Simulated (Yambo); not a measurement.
Here is a Yambo 5.3.0 calculation.

Contents of eels1.in:

```
optics
chi
Chimod= "HARTREE"
% BndsRnXd
 1 | 34 |
%
NGsBlkXd= 3 Ry
% LongDrXd
 1 | 1 | 1 |
%
% QpntsRXd
 3 | 3 |
%
% EnRngeXd
 0 | 50 | eV
%
% DmRngeXd
 0.3 | 0.3 | eV
%
ETStpsXd= 250
```

File scf.in:

```
&CONTROL
  calculation = 'scf'
  prefix = 'pwscf'
  outdir = './tmp'
  pseudo_dir = './pseudo'
/
&SYSTEM
  ibrav = 0
  nat = 2
  ntyp = 2
  ecutwfc = 84
  nbnd = 9
  occupations = 'smearing'
  smearing = 'fd'
  degauss = 0.00367493
  force_symmorphic = .true.
/
&ELECTRONS
  conv_thr = 4d-10
  electron_maxstep = 120
  mixing_beta = 0.5
/
ATOMIC_SPECIES
Al    26.9815 Al.upf
N     14.0070 N.upf
CELL_PARAMETERS angstrom
   0.0000000000    2.1839935596    2.1839935596
   2.1839935596    0.0000000000    2.1839935596
   2.1839935596    2.1839935596    0.0000000000
ATOMIC_POSITIONS crystal
Al     0.0000000000    0.0000000000    0.0000000000
N      0.2500000000    0.2500000000    0.2500000000
K_POINTS automatic
12 12 12 0 0 0
```

Contents of nscf.in:

```
&CONTROL
  calculation = 'nscf'
  prefix = 'pwscf'
  outdir = './tmp'
  pseudo_dir = './pseudo'
/
&SYSTEM
  ibrav = 0
  nat = 2
  ntyp = 2
  ecutwfc = 84
  nbnd = 34
  occupations = 'fixed'
  force_symmorphic = .true.
/
&ELECTRONS
  conv_thr = 1d-08
  diago_full_acc = .true.
  diago_thr_init = 1d-06
/
ATOMIC_SPECIES
Al    26.9815 Al.upf
N     14.0070 N.upf
CELL_PARAMETERS angstrom
   0.0000000000    2.1839935596    2.1839935596
   2.1839935596    0.0000000000    2.1839935596
   2.1839935596    2.1839935596    0.0000000000
ATOMIC_POSITIONS crystal
Al     0.0000000000    0.0000000000    0.0000000000
N      0.2500000000    0.2500000000    0.2500000000
K_POINTS automatic
12 12 12 0 0 0
```

Potentials or basis: PseudoDojo 0.4.1 SR PBE standard.

Command:

```bash
$ OMP_NUM_THREADS=1 pw.x -in scf.in > scf.out
$ OMP_NUM_THREADS=1 pw.x -in nscf.in > nscf.out
$ cd tmp/pwscf.save; p2y; mv SAVE ../..; cd ../..
$ OMP_NUM_THREADS=1 yambo
$ OMP_NUM_THREADS=1 yambo -F eels1.in -J eels1 -C eels1_out
```

Problem. Estimate the peak of the energy-loss function.

Solution. 21.9 eV.

Problem. What does it give for the band gap on the k mesh, mean-field level?

Solution. 3.32 eV, indirect (least direct gap 4.19 eV).

Energy-loss function at q = [0.0, 0.0, 0.16667] (reciprocal lattice):
```
energy (eV)   loss
        0.0  0.006
        2.2  0.007
        4.4  0.012
        6.4  0.067
        8.6  0.172
       10.8  0.211
       13.1  0.225
       15.3  0.371
       17.5  0.699
       19.5  1.474
       21.7  2.322
       23.9  1.203
       26.1  1.066
       28.3  0.666
       30.5  0.452
       32.5  0.447
       34.7  0.422
       36.9  0.375
       39.2  0.349
       41.4  0.220
       43.6  0.161
       45.6  0.157
       47.8  0.187
       50.0  0.168
```

A k mesh can miss the band edges. A hybrid or GW would open this gap; PBE tends to underestimate it.
